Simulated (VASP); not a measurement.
# GaP (F-43m) in VASP: notebook

One crystal, GaP, is run at these levels: HSE06, revPBE, PBE, LDA; tasks: single point, relaxation of cell and atoms.

Program: VASP 6.6.1. These are calculated values, not measurements. Logs are shortened: lines on timing, memory, paths and dates and some standing lists are left out, and cuts for length are marked.

**The experiment to reproduce.**

From “Stacking defects in GaP nanowires: Electronic structure and optical properties”, 2018, arxiv:1810.01194, for a bulk crystal of GaP at 10 K: band gap 2.34 eV (indirect).

How close the calculation comes is told below.

### Step 1. The structure

The structure is cubic, space group F-43m (No. 216). Conventional cell: a = 5.451 Å, b = 5.451 Å, c = 5.451 Å, α = 90.00°, β = 90.00°, γ = 90.00°. Ga (site symmetry -43m) is surrounded by 4 P at 2.36 Å. P (site symmetry -43m) has 4 Ga at 2.36 Å as nearest neighbours.

### Step 2. Single point, HSE06

Input file POSCAR:

```
GaP
1.0
    0.0000000000      2.7252500000      2.7252500000
    2.7252500000      0.0000000000      2.7252500000
    2.7252500000      2.7252500000      0.0000000000
Ga P
1 1
Direct
    0.0000000000      0.0000000000      0.0000000000
    0.7500000000      0.7500000000      0.7500000000
```

Input file INCAR.step1:

```
SYSTEM = GaP
  PREC = Accurate
  ENCUT = 350
  EDIFF = 1E-5
  ISMEAR = 0
  SIGMA = 0.01
  LREAL = .FALSE.
  LASPH = .TRUE.
  NELM = 100
  ALGO = Normal
  ISIF = 2
  LWAVE = .TRUE.
  NBANDS = 17
  NKRED = 1
  GGA = PE
```

Input file INCAR.step2:

```
SYSTEM = GaP
  PREC = Accurate
  ENCUT = 350
  EDIFF = 1E-4
  ISMEAR = 0
  SIGMA = 0.01
  LREAL = .FALSE.
  LASPH = .TRUE.
  NELM = 100
  ALGO = Normal
  ISIF = 2
  LWAVE = .FALSE.
  LCHARG = .FALSE.
  GGA = PE
  LHFCALC = .TRUE.
  HFSCREEN = 0.2
  PRECFOCK = Fast
  NBANDS = 17
  NKRED = 1
  ISTART = 1
```

Input file KPOINTS:

```
regular mesh
0
G
  6 6 6
  0 0 0
```

Potentials or basis: VASP PAW PBE potentials, release 64 (Ga_d, P).

Started as:

```bash
> cat potpaw_PBE.64/Ga_d/POTCAR potpaw_PBE.64/P/POTCAR > POTCAR
> cp INCAR.step1 INCAR
> mpirun -np 1 vasp_std > vasp.out
> cp INCAR.step2 INCAR
> mpirun -np 1 vasp_std > vasp.out
```

OUTCAR:

```text
SYSTEM = GaP
   PREC = Accurate
   ENCUT = 350
   EDIFF = 1E-4
   ISMEAR = 0
   LREAL = .FALSE.
   LASPH = .TRUE.
   NELM = 100
   ISIF = 2
   GGA = PE
   LHFCALC = .TRUE.
   HFSCREEN = 0.2
   PRECFOCK = Fast
   NKRED = 1
   ISTART = 1

 Found     16 irreducible k-points:

 Following reciprocal coordinates:
            Coordinates               Weight
  0.000000  0.000000  0.000000      1.000000
  0.166667  0.000000  0.000000      8.000000
  0.333333  0.000000  0.000000      8.000000
  0.500000  0.000000  0.000000      4.000000
  0.166667  0.166667  0.000000      6.000000
  0.333333  0.166667  0.000000     24.000000
   k-points           NKPTS =     16   k-points in BZ     NKDIM =    216   number of bands    NBANDS=     17
   number of dos      NEDOS =    301   number of ions     NIONS =      2
   total plane-waves  NPLWV =  13824
   dimension x,y,z NGX =    24 NGY =   24 NGZ =   24
   dimension x,y,z NGXF=    48 NGYF=   48 NGZF=   48
   ions per type =               1   1
   NGX,Y,Z   is equivalent  to a cutoff of  10.35, 10.35, 10.35 a.u.
   NGXF,Y,Z  is equivalent  to a cutoff of  20.70, 20.70, 20.70 a.u.
 SYSTEM =  GaP
   PREC   = accura    normal or accurate (medium, high low for compatibility)
   ISTART =      1    job   : 0-new  1-cont  2-samecut
   ICHARG =      0    charge: 1-file 2-atom 10-const
   ISPIN  =      1    spin polarized calculation?
   LNONCOLLINEAR =      F non collinear calculations
   LSORBIT =      F    spin-orbit coupling
   LASPH  =      T    aspherical Exc in radial PAW
   ENCUT  =  350.0 eV  25.72 Ry    5.07 a.u.   5.88  5.88  5.88*2*pi/ulx,y,z
   NELM   =    100;   NELMIN=  2; NELMDL=  0     # of ELM steps
   EDIFF  = 0.1E-03   stopping-criterion for ELM
   LREAL  =      F    real-space projection
   EDIFFG = 0.1E-02   stopping-criterion for IOM
   NSW    =      0    number of steps for IOM
   IBRION =     -1    ionic relax: 0-MD 1-quasi-New 2-CG
   NFREE  =      0    steps in history (QN), initial steepest desc. (CG)
   ISIF   =      2    stress and relaxation
   ISYM   =      3    0-nonsym 1-usesym 2-fastsym
   POTIM  = 0.5000    time-step for ionic-motion
   TEBEG  =    0.0;   TEEND  =   0.0 temperature during run
   PSTRESS=    0.0 pullay stress
   NELECT =      18.0000    total number of electrons
   NUPDOWN=      -1.0000    fix difference up-down
   EMIN   =  10.00;   EMAX   =-10.00  energy-range for DOS
   EFERMI =   0.00;   METHOD = LEGACY
   ISMEAR =     0;   SIGMA  =   0.01  broadening in eV -4-tet -1-fermi 0-gaus
   EFERMI_NEDOS =   21; number of points for ismear=-14 and -15
   IALGO  =     38    algorithm
   IMIX   =      1    mixing-type and parameters
     AMIX     =   0.40;   BMIX     =  1.00
     AMIX_MAG =   1.60;   BMIX_MAG =  1.00
  volume/ion in A,a.u.               =      20.24       136.59
  Fermi-wavevector in a.u.,A,eV,Ry     =   1.249538  2.361284 21.243377  1.561344
  Thomas-Fermi vector in A             =   2.383574
   LORBIT       =      0    0 simple, 1 ext, 2 COOP (PROOUT), +10 PAW based schemes
   GGA     = PE    functional components
   LHFCALC =     T    Hartree Fock is set to
   PRECFOCK=fast      Normal, Fast or Accurate (Low or Medium for compatibility)
   ENCUT4O =  -1.0   cutoff for four orbital integrals eV
   NKREDX  =     1    reduce k-point grid by
   NKREDY  =     1    reduce k-point grid by
   NKREDZ  =     1    reduce k-point grid by
   AEXX    =    0.2500 exact exchange contribution
   HFSCREEN=    0.2000 screening length (either q_TF or 0.3 A-1)
   HFSCREENC=   0.2000 screening length for correlation (either q_TF or 0.3 A-1)
   ENCUTFOCK=  -1.0 apply spherical cutoff to Coloumb kernel
   IVDW    =     0    specifies the selected vdW correction
   LEPSILON=     F    determine dielectric tensor
   LRPA    =     F    only Hartree local field effects (RPA)
 non-spin polarized calculation
 Gauss-broadening in eV      SIGMA  =   0.01
  energy-cutoff  :      350.00
  volume of cell :       40.48
 maximum number of plane-waves:       620
  NGX = 14; NGY = 14; NGZ = 14

 number of electron      17.9999982 magnetization

 Free energy of the ion-electron system (eV)
  ---------------------------------------------------
  ext. energy  EPLUGINS =         0.00000000
  ---------------------------------------------------
  free energy    TOTEN  =       -10.80570992 eV

  energy without entropy =      -10.80570992  energy(sigma->0) =      -10.80570992

 E-fermi :   4.2672     XC(G=0):  -8.1430

 val. band max:        4.2060817509   @ k =   0.0000   0.0000   0.0000
 cond. band min:       6.5170082798   @ k =   0.5000   0.5000   0.0000
 fundamental gap:      2.3109265288
 Fermi energy:         4.2671867769

 k-point     1 :       0.0000    0.0000    0.0000
  band No.  band energies     occupation
      1     -12.8408      2.00000
      2     -12.8408      2.00000
      3     -12.8408      2.00000
      4     -12.7396      2.00000
      5     -12.7396      2.00000
      6      -9.5816      2.00000
[... 9 lines left out ...]
     16      15.1326      0.00000
     17      17.7743      0.00000

 k-point     2 :       0.1667    0.0000    0.0000
  band No.  band energies     occupation
      1     -12.8556      2.00000
      2     -12.8334      2.00000
      3     -12.8334      2.00000
      4     -12.7394      2.00000
      5     -12.7394      2.00000
      6      -9.1999      2.00000
[... 9 lines left out ...]
     16      15.3751      0.00000
     17      17.0990      0.00000

 k-point     3 :       0.3333    0.0000    0.0000
  band No.  band energies     occupation
      1     -12.8846      2.00000
      2     -12.8215      2.00000
      3     -12.8215      2.00000
      4     -12.7370      2.00000
      5     -12.7370      2.00000
      6      -8.1765      2.00000
[... 9 lines left out ...]
     16      14.9907      0.00000
     17      20.3994      0.00000

 k-point     4 :       0.5000    0.0000    0.0000
  band No.  band energies     occupation
      1     -12.8985      2.00000
      2     -12.8171      2.00000
      3     -12.8171      2.00000
      4     -12.7342      2.00000
      5     -12.7342      2.00000
      6      -7.3536      2.00000
[... 9 lines left out ...]
     16      17.2287      0.00000
     17      19.1498      0.00000

 k-point     5 :       0.1667    0.1667    0.0000
  band No.  band energies     occupation
      1     -12.8675      2.00000
      2     -12.8263      2.00000
      3     -12.8263      2.00000
      4     -12.7459      2.00000
      5     -12.7349      2.00000
      6      -9.0719      2.00000
[... 9 lines left out ...]
     16      16.2690      0.00000
     17      18.8028      0.00000

 k-point     6 :       0.3333    0.1667    0.0000
  band No.  band energies     occupation
      1     -12.8900      2.00000
      2     -12.8159      2.00000
      3     -12.8130      2.00000
      4     -12.7493      2.00000
      5     -12.7313      2.00000
      6      -8.2467      2.00000
[... 9 lines left out ...]
     16      17.0099      0.00000
     17      19.6754      0.00000

 [... further k-points ...]

------------------------ aborting loop because EDIFF is reached ----------------------------------------

  FORCE on cell =-STRESS in cart. coord.  units (eV):
  Direction    XX          YY          ZZ          XY          YZ          ZX
  --------------------------------------------------------------------------------------
  -------------------------------------------------------------------------------------
  Total        0.2401593      0.2401593      0.2401593      0.0000000      0.0000000     -0.0000000
  in kB        9.5051915      9.5051915      9.5051915      0.0000000      0.0000000     -0.0000000
  external PRESSURE =       9.5051915 kB  Pullay stress =       0.0000000 kB

 VOLUME and BASIS-vectors are now :
 -----------------------------------------------------------------------------
  energy-cutoff  :      350.00
  volume of cell :       40.48
      direct lattice vectors                 reciprocal lattice vectors
     0.000000000  2.725250000  2.725250000    -0.183469406  0.183469406  0.183469406
     2.725250000  0.000000000  2.725250000     0.183469406 -0.183469406  0.183469406
     2.725250000  2.725250000  0.000000000     0.183469406  0.183469406 -0.183469406

 POSITION                                       TOTAL-FORCE (eV/Angst)
 -----------------------------------------------------------------------------------
      0.00000      0.00000      0.00000         0.000000      0.000000      0.000000
      4.08788      4.08788      4.08788        -0.000000     -0.000000     -0.000000
 -----------------------------------------------------------------------------------
    total drift:                               -0.000303     -0.000213     -0.000108

  FREE ENERGIE OF THE ION-ELECTRON SYSTEM (eV)
  ---------------------------------------------------
  free  energy   TOTEN  =       -10.8057099200 eV

  energy  without entropy=      -10.8057099200  energy(sigma->0) =      -10.80570992
```

OSZICAR.step1:

```text
N       E                     dE             d eps       ncg     rms          rms(c)
DAV:   1     0.701536945773E+02    0.70154E+02   -0.72766E+03   569   0.125E+03
DAV:   2    -0.395419597314E+01   -0.74108E+02   -0.70490E+02   624   0.241E+02
DAV:   3    -0.928941497782E+01   -0.53352E+01   -0.53102E+01   694   0.569E+01
DAV:   4    -0.937250978910E+01   -0.83095E-01   -0.83052E-01   653   0.739E+00
DAV:   5    -0.937407979148E+01   -0.15700E-02   -0.15696E-02   740   0.921E-01    0.425E+00
DAV:   6    -0.912820366938E+01    0.24588E+00   -0.35190E-01   809   0.975E+00    0.283E+00
DAV:   7    -0.910083719309E+01    0.27366E-01   -0.90128E-02   696   0.189E+00    0.112E+00
DAV:   8    -0.910127337480E+01   -0.43618E-03   -0.13194E-02   619   0.129E+00    0.201E-01
DAV:   9    -0.910168824075E+01   -0.41487E-03   -0.12729E-03   606   0.466E-01    0.807E-02
DAV:  10    -0.910176339877E+01   -0.75158E-04   -0.10699E-04   806   0.108E-01    0.404E-02
DAV:  11    -0.910183517526E+01   -0.71776E-04   -0.92001E-05   576   0.748E-02    0.476E-03
DAV:  12    -0.910183492815E+01    0.24711E-06   -0.21686E-06   475   0.184E-02
   1 F= -.91018349E+01 E0= -.91018349E+01  d E =-.540132E-12
```

It took 2.6 min on 1 thread of Intel Xeon 6975P-C (Granite Rapids), shared host; peak memory 0.25 GiB.

These settings aren't checked as converged: the numbers below hold their error.

Results:

```yaml
Free_energy: -10.8057 eV
Pressure: 1.0 GPa
Band_gap_on_the_k_mesh: 2.31 eV, indirect (least direct gap 2.82 eV)
```

Caveat: the cutoff is under 1.25 times the usual one of these potentials, so pressure, stress and relaxed cells hold a basis-set (Pulay) error; the PAW data sets were made with another functional, which shifts forces and pressure a little.

(Part 1 of 2 ends here.)
